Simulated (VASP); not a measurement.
Crystal: RbBr.

```
Rb Br
1.0
     0.00000    3.46083    3.46083
     3.46083    0.00000    3.46083
     3.46083    3.46083    0.00000
Rb Br
1 1
Direct
  0.00000 0.00000 0.00000
  0.50000 0.50000 0.50000
```

The cell was built by a generator and needn't be a form met in nature.

Program: VASP 6.6.1. Alike in all runs: task single point; potentials or basis VASP PAW PBE potentials, release 64 (Rb_sv, Br); no spin polarisation; cell as given; k mesh 4 × 4 × 4; cutoff (eV) 520.

Order these runs on this cell by their band gap on the k mesh, lowest first.
A. level HSE06; smearing gaussian 0.01 eV; exchange at q = 0 truncated; grid for exact exchange (PRECFOCK) Normal; screening parameter 0.2079 1/A
B. level PBE; smearing methfessel-paxton 0.5 eV
C. level PBE-based screened hybrid; smearing gaussian 0.01 eV; exchange at q = 0 truncated; grid for exact exchange (PRECFOCK) Normal; share of exact exchange 0.75; screening parameter 0.1

B (4.30 eV), A (5.44 eV), C (8.92 eV).
